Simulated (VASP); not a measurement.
CsSnBr3:

```xyz
5
Lattice="5.8390 0.0000 0.0000 0.0000 5.8390 0.0000 0.0000 0.0000 5.8390" Properties=species:S:1:pos:R:3 pbc="T T T"
Cs    0.0000    0.0000    0.0000
Sn    2.9195    2.9195    2.9195
Br    2.9195    0.0000    2.9195
Br    2.9195    2.9195    0.0000
Br    0.0000    2.9195    2.9195
```

The cell is a database's computed one.

| Quantity | Value |
| --- | --- |
| Program | VASP 6.6.1 |
| Task | relaxation of cell and atoms |
| Functional | PBEsol |
| Potentials or basis | VASP PAW PBE potentials, release 64 (Cs_sv, Sn_d, Br) |
| Cutoff | 600 eV |
| k mesh | 6 × 6 × 6 |
| Occupations | gaussian, width 0.03 eV |
| Spin | no spin polarisation |

At the start: pressure -0.8 GPa; volume 39.81 Å³/atom.

Problem. How do energy, volume and symmetry change on relaxing?

Solution. Over 3 steps the energy falls by 3.6 meV/atom and the volume is 38.40 Å³/atom (-3.6 %); space group Pm-3m (No. 221, to 0.05 Å).

The path:
```
step  energy change (eV)  largest force (eV/Å)  pressure (GPa)  volume (Å³)
   1              0.0000                0.0000           -0.77       199.07
   2             -0.0169                0.0000           -0.19       193.58
   3             -0.0180                0.0000           -0.02       191.98
```

Final structure:
```cif
data_structure
_symmetry_space_group_name_H-M 'P 1'
_symmetry_Int_Tables_number 1
_cell_length_a 5.7688
_cell_length_b 5.7688
_cell_length_c 5.7688
_cell_angle_alpha 90.000
_cell_angle_beta 90.000
_cell_angle_gamma 90.000
_cell_volume 191.98
loop_
_atom_site_label
_atom_site_type_symbol
_atom_site_fract_x
_atom_site_fract_y
_atom_site_fract_z
_atom_site_occupancy
Cs1 Cs 0.00000 0.00000 0.00000 1
Sn1 Sn 0.50000 0.50000 0.50000 1
Br1 Br 0.50000 0.00000 0.50000 1
Br2 Br 0.50000 0.50000 0.00000 1
Br3 Br 0.00000 0.50000 0.50000 1
```

Caveat: the PAW data sets were made with another functional, which shifts forces and pressure a little.
